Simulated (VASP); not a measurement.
# RbBr (Fm-3m) in VASP: a series of runs

Runs on RbBr. Level: PBEsol. Tasks: single point.

Everything below comes from runs of VASP 6.6.1. Logs are shortened: lines on timing, memory, paths and dates and some standing lists are left out, and cuts for length are marked.

**1. The structure**

It takes space group Fm-3m (No. 225, cubic). The conventional cell has a = 6.960 Å, b = 6.960 Å, c = 6.960 Å, α = 90.00°, β = 90.00°, γ = 90.00°. Around Rb (site symmetry m-3m) lie 6 Br at 3.48 Å. Br (site symmetry m-3m) is surrounded by 6 Rb at 3.48 Å.

The cell was built by a generator and isn't the measured one.

**2. Single point, PBEsol**

Input file INCAR:

```
SYSTEM = RbBr
ALGO     = Normal         ! electronic algorithm
EDIFF    = 1E-6           ! SCF threshold, eV
ENCUT    = 520            ! plane-wave cutoff, eV
GGA      = PS             ! functional
ISIF     = 2              ! what is computed and relaxed
ISMEAR   = 0              ! smearing method
LASPH    = .True.         ! aspherical terms in the spheres
LCHARG   = .False.        ! write CHGCAR
LREAL    = .False.        ! projectors in reciprocal space
LWAVE    = .False.        ! write WAVECAR
NBANDS   = 15             ! bands
NELM     = 100            ! most SCF steps
PREC     = Accurate       ! precision mode
SIGMA    = 0.05           ! smearing width, eV
```

Input file KPOINTS:

```
k-points
0
Gamma
  4 4 4
  0 0 0
```

Input file POSCAR:

```
RbBr
1.0
    0.0000000000      3.4800000000      3.4800000000
    3.4800000000      0.0000000000      3.4800000000
    3.4800000000      3.4800000000      0.0000000000
Rb Br
1 1
Direct
    0.0000000000      0.0000000000      0.0000000000
    0.5000000000      0.5000000000      0.5000000000
```

Potentials or basis: VASP PAW PBE potentials, release 64 (Rb_sv, Br).

Launch:

```sh
> cat potpaw_PBE.64/Rb_sv/POTCAR potpaw_PBE.64/Br/POTCAR > POTCAR
> mpirun -np 1 vasp_std > vasp.out
```

OUTCAR:

```text
SYSTEM = RbBr
   EDIFF = 1E-6
   ENCUT = 520
   GGA = PS
   ISIF = 2
   ISMEAR = 0
   LASPH = .True.
   LREAL = .False.
   NELM = 100
   PREC = Accurate

 ion  position               nearest neighbor table
   1  0.000  0.000  0.000-   2 3.48   2 3.48   2 3.48   2 3.48   2 3.48   2 3.48
   2  0.500  0.500  0.500-   1 3.48   1 3.48   1 3.48   1 3.48   1 3.48   1 3.48

  LATTYP: Found a face centered cubic cell.
 ALAT       =     6.9600000000

  Lattice vectors:

 A1 = (   0.0000000000,   3.4800000000,   3.4800000000)
 A2 = (   3.4800000000,   0.0000000000,   3.4800000000)
 A3 = (   3.4800000000,   3.4800000000,   0.0000000000)

Analysis of symmetry for initial positions (statically):
=====================================================================
 Subroutine PRICEL returns:
 Original cell was already a primitive cell.

 Routine SETGRP: Setting up the symmetry group for a
 face centered cubic supercell.

 Subroutine GETGRP returns: Found 48 space group operations
 (whereof 48 operations were pure point group operations)
 out of a pool of 48 trial point group operations.

The static configuration has the point symmetry O_h .

Analysis of symmetry for dynamics (positions and initial velocities):
=====================================================================
 Subroutine PRICEL returns:
 Original cell was already a primitive cell.

 Routine SETGRP: Setting up the symmetry group for a
 face centered cubic supercell.

 Subroutine GETGRP returns: Found 48 space group operations
 (whereof 48 operations were pure point group operations)
 out of a pool of 48 trial point group operations.

The dynamic configuration has the point symmetry O_h .

 Subroutine INISYM returns: Found 48 space group operations
 (whereof 48 operations are pure point group operations),
 and found     1 'primitive' translations

----------------------------------------------------------------------------------------

                                     Primitive cell

  volume of cell :      84.2884

  direct lattice vectors                    reciprocal lattice vectors
     0.000000000  3.480000000  3.480000000    -0.143678161  0.143678161  0.143678161
     3.480000000  0.000000000  3.480000000     0.143678161 -0.143678161  0.143678161
     3.480000000  3.480000000  0.000000000     0.143678161  0.143678161 -0.143678161

  length of vectors
     4.921463197  4.921463197  4.921463197     0.248857875  0.248857875  0.248857875

  position of ions in fractional coordinates (direct lattice)
     0.000000000  0.000000000  0.000000000
     0.500000000  0.500000000  0.500000000

  ion indices of the primitive-cell ions
   primitive index   ion index
                 1           1
                 2           2

----------------------------------------------------------------------------------------

 KPOINTS: k-points

Automatic generation of k-mesh.
 Grid dimensions read from file:
 generate k-points for:    4    4    4

 Generating k-lattice:

  Cartesian coordinates                     Fractional coordinates (reciprocal lattice)
    -0.035919540  0.035919540  0.035919540     0.250000000  0.000000000  0.000000000
     0.035919540 -0.035919540  0.035919540     0.000000000  0.250000000  0.000000000
     0.035919540  0.035919540 -0.035919540     0.000000000  0.000000000  0.250000000

  Length of vectors
     0.062214469  0.062214469  0.062214469

  Shift w.r.t. Gamma in fractional coordinates (k-lattice)
     0.000000000  0.000000000  0.000000000

 Subroutine IBZKPT returns following result:
 ===========================================

 Found      8 irreducible k-points:

 Following reciprocal coordinates:
            Coordinates               Weight
  0.000000  0.000000  0.000000      1.000000
  0.250000  0.000000  0.000000      8.000000
  0.500000  0.000000  0.000000      4.000000
  0.250000  0.250000  0.000000      6.000000
  0.500000  0.250000  0.000000     24.000000
 -0.250000  0.250000  0.000000     12.000000
  0.500000  0.500000  0.000000      3.000000
 -0.250000  0.500000  0.250000      6.000000
   k-points           NKPTS =      8   k-points in BZ     NKDIM =      8   number of bands    NBANDS=     15
   number of dos      NEDOS =    301   number of ions     NIONS =      2
   total plane-waves  NPLWV =  64000
   dimension x,y,z NGX =    40 NGY =   40 NGZ =   40
   dimension x,y,z NGXF=    80 NGYF=   80 NGZF=   80
   ions per type =               1   1
   NGX,Y,Z   is equivalent  to a cutoff of  13.51, 13.51, 13.51 a.u.
   NGXF,Y,Z  is equivalent  to a cutoff of  27.02, 27.02, 27.02 a.u.
 SYSTEM =  RbBr
   PREC   = accura    normal or accurate (medium, high low for compatibility)
   ISTART =      0    job   : 0-new  1-cont  2-samecut
   ICHARG =      2    charge: 1-file 2-atom 10-const
   ISPIN  =      1    spin polarized calculation?
   LNONCOLLINEAR =      F non collinear calculations
   LSORBIT =      F    spin-orbit coupling
   LASPH  =      T    aspherical Exc in radial PAW
   ENCUT  =  520.0 eV  38.22 Ry    6.18 a.u.   9.15  9.15  9.15*2*pi/ulx,y,z
   NELM   =    100;   NELMIN=  2; NELMDL= -5     # of ELM steps
   EDIFF  = 0.1E-05   stopping-criterion for ELM
   LREAL  =      F    real-space projection
   EDIFFG = 0.1E-04   stopping-criterion for IOM
   NSW    =      0    number of steps for IOM
   IBRION =     -1    ionic relax: 0-MD 1-quasi-New 2-CG
   NFREE  =      0    steps in history (QN), initial steepest desc. (CG)
   ISIF   =      2    stress and relaxation
   ISYM   =      2    0-nonsym 1-usesym 2-fastsym
   POTIM  = 0.5000    time-step for ionic-motion
   TEBEG  =    0.0;   TEEND  =   0.0 temperature during run
   PSTRESS=    0.0 pullay stress
   NELECT =      16.0000    total number of electrons
   NUPDOWN=      -1.0000    fix difference up-down
   EMIN   =  10.00;   EMAX   =-10.00  energy-range for DOS
   EFERMI =   0.00;   METHOD = LEGACY
   ISMEAR =     0;   SIGMA  =   0.05  broadening in eV -4-tet -1-fermi 0-gaus
   EFERMI_NEDOS =   21; number of points for ismear=-14 and -15
   IALGO  =     38    algorithm
   IMIX   =      4    mixing-type and parameters
     AMIX     =   0.40;   BMIX     =  1.00
     AMIX_MAG =   1.60;   BMIX_MAG =  1.00
  volume/ion in A,a.u.               =      42.14       284.40
  Fermi-wavevector in a.u.,A,eV,Ry     =   0.940861  1.777970 12.044148  0.885220
  Thomas-Fermi vector in A             =   2.068315
   LORBIT       =      0    0 simple, 1 ext, 2 COOP (PROOUT), +10 PAW based schemes
   GGA     = PS    functional components
   LHFCALC =     F    Hartree Fock is set to
   AEXX    =    0.0000 exact exchange contribution
   IVDW    =     0    specifies the selected vdW correction
   LEPSILON=     F    determine dielectric tensor
   LRPA    =     F    only Hartree local field effects (RPA)
 non-spin polarized calculation
 Gauss-broadening in eV      SIGMA  =   0.05
  energy-cutoff  :      520.00
  volume of cell :       84.29
 maximum number of plane-waves:      2280
 NGX is ok and might be reduce to    40
   NGX = 19   NGY = 19   NGZ = 19

 number of electron      15.9999998 magnetization

 Free energy of the ion-electron system (eV)
  ---------------------------------------------------
  ext. energy  EPLUGINS =         0.00000000
  ---------------------------------------------------
  free energy    TOTEN  =        -6.34777882 eV

  energy without entropy =       -6.34777882  energy(sigma->0) =       -6.34777882

 E-fermi :  -1.7549     XC(G=0):  -7.2143

 val. band max:       -2.0095524874   @ k =   0.0000   0.0000   0.0000
 cond. band min:       2.1011419573   @ k =   0.0000   0.0000   0.0000
 fundamental gap:      4.1106944447
 Fermi energy:        -1.7548583608

 k-point     1 :       0.0000    0.0000    0.0000
  band No.  band energies     occupation
      1     -26.4647      2.00000
      2     -14.1577      2.00000
      3     -10.5476      2.00000
      4     -10.5476      2.00000
      5     -10.5476      2.00000
      6      -2.0096      2.00000
      7      -2.0096      2.00000
      8      -2.0096      2.00000
      9       2.1011      0.00000
     10       5.1828      0.00000
     11       5.1828      0.00000
     12       5.1828      0.00000
     13       6.0384      0.00000
     14       6.0384      0.00000
     15       8.6997      0.00000

 k-point     2 :       0.2500    0.0000    0.0000
  band No.  band energies     occupation
      1     -26.4609      2.00000
      2     -14.1737      2.00000
      3     -10.5513      2.00000
      4     -10.5513      2.00000
      5     -10.5306      2.00000
      6      -2.5424      2.00000
      7      -2.1780      2.00000
      8      -2.1780      2.00000
      9       3.3302      0.00000
     10       5.0049      0.00000
     11       5.8768      0.00000
     12       5.8768      0.00000
     13       6.8505      0.00000
     14       6.8505      0.00000
     15      10.0635      0.00000

 k-point     3 :       0.5000    0.0000    0.0000
  band No.  band energies     occupation
      1     -26.4572      2.00000
      2     -14.1895      2.00000
      3     -10.5550      2.00000
      4     -10.5550      2.00000
      5     -10.5138      2.00000
      6      -2.9469      2.00000
      7      -2.3334      2.00000
      8      -2.3334      2.00000
      9       4.5516      0.00000
     10       5.4478      0.00000
     11       7.2905      0.00000
     12       7.2905      0.00000
     13       7.9132      0.00000
     14       7.9132      0.00000
     15       8.5134      0.00000
[... 55 lines left out ...]
 k-point     7 :       0.5000    0.5000    0.0000
  band No.  band energies     occupation
      1     -26.4550      2.00000
      2     -14.1090      2.00000
      3     -10.7041      2.00000
      4     -10.6095      2.00000
      5     -10.6095      2.00000
      6      -2.4818      2.00000
      7      -2.1690      2.00000
      8      -2.1690      2.00000
      9       3.5401      0.00000
     10       4.8407      0.00000
     11       6.8180      0.00000
     12       7.0501      0.00000
     13       7.1790      0.00000
     14       8.6354      0.00000
     15       8.6354      0.00000

 k-point     8 :      -0.2500    0.5000    0.2500
  band No.  band energies     occupation
      1     -26.4550      2.00000
      2     -14.1318      2.00000
      3     -10.6567      2.00000
      4     -10.6567      2.00000
      5     -10.5347      2.00000
      6      -2.4694      2.00000
      7      -2.3545      2.00000
      8      -2.3545      2.00000
      9       4.9227      0.00000
     10       4.9227      0.00000
     11       5.9729      0.00000
     12       6.3279      0.00000
     13       8.6301      0.00000
     14       8.6750      0.00000
     15       8.6865      0.00000

------------------------ aborting loop because EDIFF is reached ----------------------------------------

  FORCE on cell =-STRESS in cart. coord.  units (eV):
  Direction    XX          YY          ZZ          XY          YZ          ZX
  --------------------------------------------------------------------------------------
  -------------------------------------------------------------------------------------
  Total       -0.3083462     -0.3083462     -0.3083462      0.0000000     -0.0000000      0.0000000
  in kB       -5.8611312     -5.8611312     -5.8611312      0.0000000     -0.0000000      0.0000000
  external PRESSURE =      -5.8611312 kB  Pullay stress =       0.0000000 kB

 VOLUME and BASIS-vectors are now :
 -----------------------------------------------------------------------------
  energy-cutoff  :      520.00
  volume of cell :       84.29
      direct lattice vectors                 reciprocal lattice vectors
     0.000000000  3.480000000  3.480000000    -0.143678161  0.143678161  0.143678161
     3.480000000  0.000000000  3.480000000     0.143678161 -0.143678161  0.143678161
     3.480000000  3.480000000  0.000000000     0.143678161  0.143678161 -0.143678161

 POSITION                                       TOTAL-FORCE (eV/Angst)
 -----------------------------------------------------------------------------------
      0.00000      0.00000      0.00000         0.000000      0.000000      0.000000
      3.48000      3.48000      3.48000         0.000000      0.000000      0.000000
 -----------------------------------------------------------------------------------
    total drift:                                0.000000     -0.000000     -0.000000

  FREE ENERGIE OF THE ION-ELECTRON SYSTEM (eV)
  ---------------------------------------------------
  free  energy   TOTEN  =        -6.3477788175 eV

  energy  without entropy=       -6.3477788175  energy(sigma->0) =       -6.34777882
```

It took 13 s on 1 thread of Intel Xeon Platinum 8488C (Sapphire Rapids), shared host; peak memory 0.23 GiB.

Results:

```
Free energy            : -6.3478 eV
Pressure               : -0.6 GPa
Band gap on the k mesh : 4.11 eV, direct
```

Caveat: the PAW data sets were made with another functional, which shifts forces and pressure a little.

**3. Single point, PBEsol**

This run uses another cell than the first one, of 41.93 Å³/atom, 0.995 times its volume.

Input file INCAR:

```
ALGO = Normal
EDIFF = 1E-7
ENCUT = 520
GGA = PS
ISIF = 2
ISMEAR = 0
LASPH = True
LCHARG = True
LELF = True
LREAL = False
LVHAR = True
LWAVE = False
NBANDS = 15
NELM = 100
PREC = Accurate
SIGMA = 0.05
```

Input file KPOINTS:

```
k-points
0
Gamma
  4 4 4
```

Input file POSCAR:

```
RbBr
1.0
    0.0000000000      3.4740847799      3.4740847799
    3.4740847799      0.0000000000      3.4740847799
    3.4740847799      3.4740847799      0.0000000000
Rb Br
1 1
Direct
    0.0000000000      0.0000000000      0.0000000000
    0.5000000000      0.5000000000      0.5000000000
```

Potentials or basis: VASP PAW PBE potentials, release 64 (Rb_sv, Br).

Launch:

```sh
> cat potpaw_PBE.64/Rb_sv/POTCAR potpaw_PBE.64/Br/POTCAR > POTCAR
> mpirun -np 1 vasp_std > vasp.out
```

Run time: 16 s. Hardware: 1 thread of Intel Xeon Platinum 8488C (Sapphire Rapids), shared host; peak memory 0.22 GiB.

Results (log left out):

```
Free energy            : -6.3493 eV
Pressure               : -0.5 GPa
Band gap on the k mesh : 4.12 eV, direct
```

Levels at points of the mesh, in eV from the valence-band top:
```
           k point  band 6  band 7  band 8  band 9  band 10  band 11
(0.00, 0.00, 0.00)    0.00    0.00    0.00    4.12     7.19     7.19
(0.50, 0.00, 0.00)   -0.95   -0.33   -0.33    6.57     7.47     9.32
(0.50, 0.50, 0.00)   -0.47   -0.16   -0.16    5.54     6.87     8.85
```

Caveat: the PAW data sets were made with another functional, which shifts forces and pressure a little. A hybrid or GW would open this gap; PBEsol tends to underestimate it.
